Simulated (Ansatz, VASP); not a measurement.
**One calculation of LiF, two programs**

The input INCAR:

```
SYSTEM = LiF
  PREC = Accurate
  ENCUT = 600
  EDIFF = 1E-6
  ISMEAR = 0
  SIGMA = 0.02
  LREAL = .False.
  LASPH = .True.
  NELM = 100
  ALGO = Normal
  ISIF = 3
  LWAVE = .False.
  LCHARG = .False.
  GGA = PE
  IBRION = 2
  NSW = 100
  EDIFFG = -0.01
```

File KPOINTS:

```
regular mesh
0
Gamma
  4 4 8
  0 0 0
```

Contents of POSCAR:

```
LiF
1.0
    5.5790252042      0.0000000000      0.0000000000
    0.0000000000      5.5790252042      0.0000000000
    0.0000000000      0.0000000000      2.9313252982
Li F
4 4
Direct
    0.1015593284      0.3338355591      0.2459105165
    0.8984406716      0.6661644409      0.7459105165
    0.6661644409      0.1015593284      0.9959105165
    0.3338355591      0.8984406716      0.4959105165
    0.3267898527      0.1234768005      0.0040894835
    0.6732101473      0.8765231995      0.5040894835
    0.8765231995      0.3267898527      0.7540894835
    0.1234768005      0.6732101473      0.2540894835
```

Input for Ansatz:

```yaml
crystal:
  lattice:
    - [5.5790252042, 0.0, 0.0]
    - [0.0, 5.5790252042, 0.0]
    - [0.0, 0.0, 2.9313252982]
  atoms:
    - { symbol: Li, position: [0.1015593284, 0.3338355591, 0.2459105165] }
    - { symbol: Li, position: [0.8984406716, 0.6661644409, 0.7459105165] }
    - { symbol: Li, position: [0.6661644409, 0.1015593284, 0.9959105165] }
    - { symbol: Li, position: [0.3338355591, 0.8984406716, 0.4959105165] }
    - { symbol: F, position: [0.3267898527, 0.1234768005, 0.0040894835] }
    - { symbol: F, position: [0.6732101473, 0.8765231995, 0.5040894835] }
    - { symbol: F, position: [0.8765231995, 0.3267898527, 0.7540894835] }
    - { symbol: F, position: [0.1234768005, 0.6732101473, 0.2540894835] }
basis:
  ecutwfc: 420
kpoints:
  mp_grid: { grid: [4, 4, 8] }
hamiltonian:
  xc: pbe
scf:
  occupations: { method: gaussian, width: 0.02 }
output:
  forces: true
  stress: true
  eigenvalues: true
relax:
  adjacent_minimum: "off"
  f_tol: 0.01
  max_steps: 80
  cell: { stress_tol: 0.05 }
```

Alike in both runs: task relaxation of cell and atoms; functional PBE; k mesh 4 × 4 × 8; occupations gaussian, width 0.02 eV; no spin polarisation.

```csv
,VASP,Ansatz
version,VASP 6.6.1,Ansatz 0.2.0
potentials or method,"VASP PAW PBE potentials, release 64 (Li_sv, F)","scalar-relativistic, plane waves, PAW"
plane-wave cutoff (eV),600,420
valence electrons in the cell,40,40
```

```tsv
	VASP	Ansatz	Ansatz less VASP
gap on the k mesh at the Fermi level, each at its own relaxed structure (eV)	7.02	6.99	-0.029
relaxed volume (Å³/atom)	11.32	11.44	+0.120
relaxed cell length with the largest relative difference (Å)	2.922	2.935	+0.0129
```

Caveats: the cutoff is under 1.25 times the usual one of these potentials, so pressure, stress and relaxed cells hold a basis-set (Pulay) error (VASP). A k mesh can miss the band edges. As with any semilocal functional, this PBE gap is likely too small.
